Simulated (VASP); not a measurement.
# CsPbCl₃: restarted molecular dynamics, 2 variants

CsPbCl₃, Pm-3m (no. 221), 10 atoms in the cell. PBE, molecular dynamics; PAW potentials Pb, Cs_sv, Cl (PBE set).

| Restart from | Temperature at the end (K) | The same without a restart (K) | Potential energy at the end (eV/atom) | The same without a restart (eV/atom) | Electronic steps in the first step after the restart | Time (s) |
|---|---|---|---|---|---|---|
| CONTCAR with velocities, WAVECAR read | 1022.0 | 1022.0 | -3.35638 | -3.35637 | 5 | 429 |
| CONTCAR with velocities, no WAVECAR | 1022.0 | 1022.0 | -3.35638 | -3.35637 | 16 | 433 |

Limits: 120 fs of 10 atoms are too short for converged averages.

## Input of the first row

INCAR.step1:
```
SYSTEM = CsPbCl3
GGA = PE
PREC = Normal
ENCUT = 260
EDIFF = 1E-6
NELMIN = 4
NELM = 60
ALGO = Normal
LREAL = Auto
LASPH = .TRUE.
ISMEAR = 0
SIGMA = 0.05
ISYM = 0
LWAVE = .TRUE.
LCHARG = .FALSE.
IBRION = 0
NSW = 30
POTIM = 2.0
TEBEG = 1000
ISIF = 2
RANDOM_SEED = 257057 0 0
MDALGO = 2
SMASS = 0
KPAR = 2
```

INCAR.step2, as INCAR.step1 but for:
```
- LWAVE = .TRUE.
+ LWAVE = .FALSE.
```

KPOINTS:
```
k-points
0
Monkhorst-Pack
  2 2 1
```

POSCAR.step1:
```
CsPbCl3
1.0
    5.6050000000      0.0000000000      0.0000000000
    0.0000000000      5.6050000000      0.0000000000
    0.0000000000      0.0000000000     11.2100000000
Pb Cs Cl
2 2 6
Direct
    0.5000000000      0.5000000000      0.2500000000
    0.5000000000      0.5000000000      0.7500000000
    0.0000000000      0.0000000000      0.0000000000
    0.0000000000      0.0000000000      0.5000000000
    0.5000000000      0.0000000000      0.2500000000
    0.5000000000      0.0000000000      0.7500000000
    0.0000000000      0.5000000000      0.2500000000
    0.0000000000      0.5000000000      0.7500000000
    0.5000000000      0.5000000000      0.0000000000
    0.5000000000      0.5000000000      0.5000000000
```

Commands (each step's output is kept before the next begins):
```
cat potpaw_PBE.64/Pb/POTCAR potpaw_PBE.64/Cs_sv/POTCAR potpaw_PBE.64/Cl/POTCAR > POTCAR
cp INCAR.step1 INCAR
cp POSCAR.step1 POSCAR
mpirun -np 2 vasp_std > vasp.out
cp CONTCAR POSCAR
cp INCAR.step2 INCAR
mpirun -np 2 vasp_std > vasp.out
```

Changes of the last row against the first:
```
(step 1)
- LWAVE = True
+ LWAVE = False
```

VASP 6.6.1 took 429 s on 2 cores (Intel Xeon Platinum 8375C @ 2.90GHz (Ice Lake)), a shared host.
